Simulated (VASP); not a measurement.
# TiO2 (I4_1/amd) in VASP: band structure with PBE

Aim: the band structure of TiO2 with PBE.

Program: VASP 6.6.1. These are calculated values, not measurements. Logs are shortened: lines on timing, memory, paths and dates and some standing lists are left out, and cuts for length are marked.

## 1. The structure

Symmetry: I4_1/amd, No. 141, tetragonal system. Conventional cell: a = 3.807 Å, b = 3.807 Å, c = 9.703 Å, α = 90.00°, β = 90.00°, γ = 90.00°. Ti (site symmetry -4m2) has 6 O at 1.95 to 2.01 Å as nearest neighbours. O (site symmetry 2mm) has 3 Ti at 1.95 to 2.01 Å as nearest neighbours.

## 2. Band structure, PBE, collinear spin, ferromagnetic start

INCAR reads:

```
SYSTEM = TiO2
ALGO = Normal ; EDIFF = 1E-7
ENCUT = 520 ; GGA = PE
ISIF = 2 ; ISMEAR = 0
ISPIN = 2 ; KPAR = 4
LASPH = .True. ; LCHARG = .False.
LMAXMIX = 4 ; LORBIT = 11
LREAL = .False. ; LWAVE = .False.
MAGMOM = 1 1 0 0 0 0 ; NBANDS = 37
NELM = 150 ; PREC = Accurate
SIGMA = 1.0
```

KPOINTS reads:

```
k-points
0
Gamma
  14 14 14
  0 0 0
```

POSCAR reads:

```
TiO2                                    
1.0
   -1.9033485557      1.9033485557      4.8512910058
    1.9033485557     -1.9033485557      4.8512910058
    1.9033485557      1.9033485557     -4.8512910058
  Ti              O             
     2     4
Direct
     1.0000000000000000    1.0000000000000000    0.0000000000000000
     0.7500000000000000    0.2500000000000000    0.5000000000000000
     0.2067262806226134    0.2067262806226134    0.0000000000000000
     0.9567262806226132    0.4567262806226134    0.5000000000000000
     0.5432737193773868    0.0432737193773866    0.5000000000000000
     0.7932737193773868    0.7932737193773868    1.0000000000000000
```

KPOINTS_OPT reads:

```
path GXYSGZS1NPY1Z,XP
15
line-mode
reciprocal
 0.0000000000  0.0000000000  0.0000000000  G
-0.5000000000  0.5000000000  0.0000000000  X

-0.5000000000  0.5000000000  0.0000000000  X
-0.5000000000  0.5000000000 -0.0790928267  Y

-0.5000000000  0.5000000000 -0.0790928267  Y
-0.2895464134  0.2895464134 -0.2895464134  S

-0.2895464134  0.2895464134 -0.2895464134  S
 0.0000000000  0.0000000000  0.0000000000  G

 0.0000000000  0.0000000000  0.0000000000  G
 0.5000000000  0.5000000000 -0.5000000000  Z

 0.5000000000  0.5000000000 -0.5000000000  Z
 0.2895464134  0.7104535866 -0.7104535866  S1

 0.2895464134  0.7104535866 -0.7104535866  S1
 0.0000000000  0.5000000000 -0.5000000000  N

 0.0000000000  0.5000000000 -0.5000000000  N
-0.2500000000  0.7500000000 -0.2500000000  P

-0.2500000000  0.7500000000 -0.2500000000  P
 0.0790928267  0.9209071733 -0.5000000000  Y1

 0.0790928267  0.9209071733 -0.5000000000  Y1
 0.5000000000  0.5000000000 -0.5000000000  Z

-0.5000000000  0.5000000000  0.0000000000  X
-0.2500000000  0.7500000000 -0.2500000000  P
```

Potentials or basis: VASP PAW PBE potentials, release 64 (Ti_sv, O).

The run is started by

```sh
$ cat potpaw_PBE.64/Ti_sv/POTCAR potpaw_PBE.64/O/POTCAR > POTCAR
$ mpirun -np 4 vasp_std > vasp.out
```

OUTCAR:

```text
SYSTEM = TiO2
   EDIFF = 1E-7
   ENCUT = 520
   GGA = PE
   ISIF = 2
   ISMEAR = 0
   ISPIN = 2
   LASPH = .True.
   LORBIT = 11
   LREAL = .False.
   NELM = 150
   PREC = Accurate

 ion  position               nearest neighbor table
   1  0.000  0.000  0.000-   5 1.95   4 1.95   5 1.95   4 1.95   3 2.01   6 2.01
   2  0.750  0.250  0.500-   6 1.95   3 1.95   6 1.95   3 1.95   4 2.01   5 2.01
   3  0.207  0.207  0.000-   2 1.95   2 1.95   1 2.01
   4  0.957  0.457  0.500-   1 1.95   1 1.95   2 2.01
   5  0.543  0.043  0.500-   1 1.95   1 1.95   2 2.01
   6  0.793  0.793  0.000-   2 1.95   2 1.95   1 2.01

  LATTYP: Found a body centered tetragonal cell.
 ALAT       =     3.8066971114
 C/A-ratio  =     2.5488190228

  Lattice vectors:

 A1 = (  -1.9033485557,   1.9033485557,   4.8512910058)
 A2 = (   1.9033485557,  -1.9033485557,   4.8512910058)
 A3 = (   1.9033485557,   1.9033485557,  -4.8512910058)

Analysis of symmetry for initial positions (statically):
=====================================================================
 Subroutine PRICEL returns:
 Original cell was already a primitive cell.

 Routine SETGRP: Setting up the symmetry group for a
 body centered tetragonal supercell.

 Subroutine GETGRP returns: Found 16 space group operations
 (whereof  8 operations were pure point group operations)
 out of a pool of 16 trial point group operations.

The static configuration has the point symmetry D_2d.
 The point group associated with its full space group is D_4h.

Analysis of symmetry for dynamics (positions and initial velocities):
=====================================================================
 Subroutine PRICEL returns:
 Original cell was already a primitive cell.

 Routine SETGRP: Setting up the symmetry group for a
 body centered tetragonal supercell.

 Subroutine GETGRP returns: Found 16 space group operations
 (whereof  8 operations were pure point group operations)
 out of a pool of 16 trial point group operations.

The dynamic configuration has the point symmetry D_2d.
 The point group associated with its full space group is D_4h.

Analysis of structural, dynamic, and magnetic symmetry:
=====================================================================
 Subroutine PRICEL returns:
 Original cell was already a primitive cell.

 Routine SETGRP: Setting up the symmetry group for a
 body centered tetragonal supercell.

 Subroutine GETGRP returns: Found 16 space group operations
 (whereof  8 operations were pure point group operations)
 out of a pool of 16 trial point group operations.

The overall configuration has the point symmetry D_2d.
 The point group associated with its full space group is D_4h.

[... 148 lines left out ...]

 Free energy of the ion-electron system (eV)
  ---------------------------------------------------
  ext. energy  EPLUGINS =         0.00000000
  ---------------------------------------------------
  free energy    TOTEN  =       -53.88378956 eV

  energy without entropy =      -53.74816449  energy(sigma->0) =      -53.81597703

 E-fermi :   4.3770     XC(G=0): -10.5710

 val. band max:        3.1081463780   @ k =  -0.4286   0.4286   0.0000
 cond. band min:       5.2252084800   @ k =   0.0000   0.0000   0.0000
 fundamental gap:      2.1170621021
 Fermi energy:         4.3770014323

 spin component 1

 k-point     1 :       0.0000    0.0000    0.0000
  band No.  band energies     occupation
      1     -53.3389      1.00000
      2     -53.2886      1.00000
      3     -29.7680      1.00000
      4     -29.5470      1.00000
      5     -29.5470      1.00000
      6     -29.4862      1.00000
[... 925 lines left out ...]
     35      12.2282      0.00000
     36      14.8141      0.00000

 [... further k-points ...]

 spin component 2

 k-point     1 :       0.0000    0.0000    0.0000
  band No.  band energies     occupation
      1     -53.3389      1.00000
      2     -53.2886      1.00000
      3     -29.7680      1.00000
      4     -29.5470      1.00000
      5     -29.5470      1.00000
      6     -29.4861      1.00000
[... 925 lines left out ...]
     35      12.2282      0.00000
     36      14.8141      0.00000

 [... further k-points ...]

 [bands above 36 left out]

------------------------ aborting loop because EDIFF is reached ----------------------------------------

  FORCE on cell =-STRESS in cart. coord.  units (eV):
  Direction    XX          YY          ZZ          XY          YZ          ZX
  --------------------------------------------------------------------------------------
  -------------------------------------------------------------------------------------
  Total       -0.0017030     -0.0017030      0.0103849      0.0000000      0.0000000      0.0000000
  in kB       -0.0388136     -0.0388136      0.2366793      0.0000000      0.0000000      0.0000000
  external PRESSURE =       0.0530174 kB  Pullay stress =       0.0000000 kB

 VOLUME and BASIS-vectors are now :
 -----------------------------------------------------------------------------
  energy-cutoff  :      520.00
  volume of cell :       70.30
      direct lattice vectors                 reciprocal lattice vectors
    -1.903348556  1.903348556  4.851291006     0.000000000  0.262694922  0.103065349
     1.903348556 -1.903348556  4.851291006     0.262694922  0.000000000  0.103065349
     1.903348556  1.903348556 -4.851291006     0.262694922  0.262694922  0.000000000

 POSITION                                       TOTAL-FORCE (eV/Angst)
 -----------------------------------------------------------------------------------
      0.00000      0.00000      0.00000        -0.000000     -0.000000      0.000000
      0.00000      1.90335      2.42565        -0.000000     -0.000000      0.000000
      0.00000      0.00000      2.00578         0.000000     -0.000000     -0.001996
      0.00000      1.90335      4.43142        -0.000000      0.000000     -0.001996
      0.00000      1.90335      0.41987        -0.000000      0.000000      0.001996
      0.00000      0.00000      7.69680         0.000000     -0.000000      0.001996
 -----------------------------------------------------------------------------------
    total drift:                                0.000000     -0.000000     -0.000000

  FREE ENERGIE OF THE ION-ELECTRON SYSTEM (eV)
  ---------------------------------------------------
  free  energy   TOTEN  =       -53.8837895596 eV

  energy  without entropy=      -53.7481644930  energy(sigma->0) =      -53.81597703

 total charge

# of ion       s       p       d       tot
------------------------------------------
    1        2.217   6.280   1.723  10.221
    2        2.217   6.280   1.723  10.221
    3        1.571   3.491   0.000   5.062
    4        1.571   3.491   0.000   5.062
    5        1.571   3.491   0.000   5.062
    6        1.571   3.491   0.000   5.062
--------------------------------------------------
tot         10.719  26.524   3.446  40.689

 magnetization (x)

# of ion       s       p       d       tot
------------------------------------------
    1        0.000  -0.000   0.000   0.000
    2        0.000  -0.000   0.000   0.000
    3       -0.000  -0.000   0.000  -0.000
    4       -0.000  -0.000   0.000  -0.000
    5       -0.000  -0.000   0.000  -0.000
    6       -0.000  -0.000   0.000  -0.000
--------------------------------------------------
tot         -0.000  -0.000   0.000   0.000
```

OSZICAR:

```text
N       E                     dE             d eps       ncg     rms          rms(c)
DAV:   1     0.644353349586E+03    0.64435E+03   -0.23694E+04 36120   0.150E+03
DAV:   2     0.229403674959E+02   -0.62141E+03   -0.56938E+03 38191   0.459E+02
[... 19 lines left out ...]
       N       E                     dE             ncg
DAV:   1     0.596871970813E+04   -0.21551E+06    24420
DAV:   2    -0.879450344489E+05   -0.93914E+05    26481
DAV:   3    -0.100513263845E+06   -0.12568E+05    32298
DAV:   4    -0.101434200271E+06   -0.92094E+03    34645
DAV:   5    -0.101464489126E+06   -0.30289E+02    30424
DAV:   6    -0.101464959043E+06   -0.46992E+00    33231
DAV:   7    -0.101464969318E+06   -0.10275E-01    30527
DAV:   8    -0.101464969434E+06   -0.11568E-03    33382
DAV:   9    -0.101464969435E+06   -0.16094E-05    21188
DAV:  10    -0.101464969435E+06   -0.55137E-07    16390
```

stdout:

```text
POSCAR found type information on POSCAR TiO
 POSCAR found :  2 types and       6 ions
 scaLAPACK will be used
 LDA part: xc-table for (Slater+PW92), standard interpolation
 POSCAR, INCAR and KPOINTS ok, starting setup
 FFT: planning ... GRIDC
 FFT: planning ... GRID_SOFT
 FFT: planning ... GRID
 WAVECAR not read
 entering main loop
 Start KPOINTS_OPT (optional k-point list driver)
k-point batch [1-165\165]
```

It took 8 min on 4 MPI ranks of Intel Xeon Platinum 8559C (Emerald Rapids), shared host; peak memory 1.5 GiB.

What came out:

- Free energy: -53.8838 eV
- Pressure: 0.0 GPa
- Band gap on the k mesh: 2.12 eV, indirect (least direct gap 2.43 eV)
- Band gap along the path: 2.12 eV, indirect (least direct gap 2.43 eV)
- Net moment: 0.00 μB per cell
- Valence electrons inside the program's atomic spheres: Ti 10.22; O 5.06

Levels at the corners of the path, in eV from the valence-band top:
Spin up:
```tsv
point	band 21	band 22	band 23	band 24	band 25	band 26	band 27	band 28
Γ	-0.80	-0.78	-0.43	-0.43	2.12	2.78	3.94	3.94
X	-1.98	-1.98	-0.05	-0.05	3.22	3.22	3.68	3.68
X	-1.98	-1.98	-0.05	-0.05	3.22	3.22	3.68	3.68
Y	-1.81	-1.81	-0.09	-0.09	3.19	3.19	3.62	3.62
Y	-1.81	-1.81	-0.09	-0.09	3.19	3.19	3.62	3.62
S	-1.17	-0.90	-0.84	-0.83	3.17	3.41	3.47	3.47
S	-1.17	-0.90	-0.84	-0.83	3.17	3.41	3.47	3.47
Γ	-0.80	-0.78	-0.43	-0.43	2.12	2.78	3.94	3.94
Γ	-0.80	-0.78	-0.43	-0.43	2.12	2.78	3.94	3.94
Z	-1.24	-1.24	-0.11	-0.11	2.44	2.44	3.69	3.69
Z	-1.24	-1.24	-0.11	-0.11	2.44	2.44	3.69	3.69
S1	-1.17	-0.90	-0.84	-0.83	3.17	3.41	3.47	3.47
S1	-1.17	-0.90	-0.84	-0.83	3.17	3.41	3.47	3.47
N	-1.87	-0.88	-0.86	-0.64	3.18	3.45	3.50	3.52
N	-1.87	-0.88	-0.86	-0.64	3.18	3.45	3.50	3.52
P	-1.55	-1.55	-0.24	-0.24	3.44	3.44	3.47	3.47
P	-1.55	-1.55	-0.24	-0.24	3.44	3.44	3.47	3.47
Y1	-1.81	-1.81	-0.09	-0.09	3.19	3.19	3.62	3.62
Y1	-1.81	-1.81	-0.09	-0.09	3.19	3.19	3.62	3.62
Z	-1.24	-1.24	-0.11	-0.11	2.44	2.44	3.69	3.69
X	-1.98	-1.98	-0.05	-0.05	3.22	3.22	3.68	3.68
P	-1.55	-1.55	-0.24	-0.24	3.44	3.44	3.47	3.47
```
Spin down:
```tsv
point	band 22	band 23	band 24	band 25	band 26	band 27
Γ	-0.78	-0.43	-0.43	2.12	2.78	3.94
X	-1.98	-0.05	-0.05	3.22	3.22	3.68
X	-1.98	-0.05	-0.05	3.22	3.22	3.68
Y	-1.81	-0.09	-0.09	3.19	3.19	3.62
Y	-1.81	-0.09	-0.09	3.19	3.19	3.62
S	-0.90	-0.84	-0.83	3.17	3.41	3.47
S	-0.90	-0.84	-0.83	3.17	3.41	3.47
Γ	-0.78	-0.43	-0.43	2.12	2.78	3.94
Γ	-0.78	-0.43	-0.43	2.12	2.78	3.94
Z	-1.24	-0.11	-0.11	2.44	2.44	3.69
Z	-1.24	-0.11	-0.11	2.44	2.44	3.69
S1	-0.90	-0.84	-0.83	3.17	3.41	3.47
S1	-0.90	-0.84	-0.83	3.17	3.41	3.47
N	-0.88	-0.86	-0.64	3.18	3.45	3.50
N	-0.88	-0.86	-0.64	3.18	3.45	3.50
P	-1.55	-0.24	-0.24	3.44	3.44	3.47
P	-1.55	-0.24	-0.24	3.44	3.44	3.47
Y1	-1.81	-0.09	-0.09	3.19	3.19	3.62
Y1	-1.81	-0.09	-0.09	3.19	3.19	3.62
Z	-1.24	-0.11	-0.11	2.44	2.44	3.69
X	-1.98	-0.05	-0.05	3.22	3.22	3.68
P	-1.55	-0.24	-0.24	3.44	3.44	3.47
```
